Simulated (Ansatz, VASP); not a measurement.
## Two plane-wave programs on Ba

```xyz
1
Lattice="4.1196 0.0000 0.0000 0.0000 4.1196 0.0000 0.0000 0.0000 3.6055" Properties=species:S:1:pos:R:3 pbc="T T T"
Ba    2.0598    2.0598    1.8028
```

Change from the starting cell: strain +0.030 along x and y, +0.000 along z, atoms carried along.

Alike in both runs: task single point; functional PBEsol; k mesh 12 × 12 × 14; occupations gaussian, width 0.15 eV; no spin polarisation.

|  | VASP | Ansatz |
| --- | --- | --- |
| version | VASP 6.6.1 | Ansatz 0.2.0 |
| potentials or method | VASP PAW PBE potentials, release 64 (Ba_sv) | scalar-relativistic, plane waves, PAW |
| plane-wave cutoff (eV) | 520 | 420 |
| valence electrons in the cell | 10 | 10 |

VASP gave:

| Item | Value |
| --- | --- |
| gap on the k mesh at the Fermi level (eV) | none |
| pressure (GPa) | -0.4 |
| largest component of the traceless stress (GPa) | 3.04 |

**Question.** Estimate Ansatz's values.

**Answer.** gap on the k mesh at the Fermi level (eV): none; pressure (GPa): -0.5; largest component of the traceless stress (GPa): 2.92.

A gap of «none» marks a metal or a gap that the smearing closes. The functional is the same, so the differences come from potentials, cutoffs and numerics.

Caveats: the PAW data sets were made with another functional, which shifts forces and pressure a little (VASP). The runs have no spin-orbit coupling, so splittings on Ba are missing.
